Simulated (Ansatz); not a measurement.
Cu Kα1 powder pattern (kinematic, no thermal factors).
```csv
2θ (°),relative intensity
32.07,38
37.20,100
53.62,59
63.86,16
67.06,18
79.26,8
88.06,7
```

The pattern is computed from a structure relaxed with DFT PBE, scalar-relativistic, plane waves, PAW in Ansatz. No spin polarisation. Its elements are Ca, O.

Problem. Give the structure.

Solution. CaO.
Space group Fm-3m (No. 225). a = 4.831 Å, b = 4.831 Å, c = 4.831 Å, α = 90.00°, β = 90.00°, γ = 90.00°
```csv
atom,site,symmetry,x,y,z
Ca,4a,m-3m,0.0000,0.0000,0.0000
O,4b,m-3m,0.5000,0.0000,0.0000
```

A pattern alone doesn't exclude other cells with like lines; this is the one computed.

The cell was reached from a generator's guess, though it ends in a space group that the Crystallography Open Database lists for this formula.
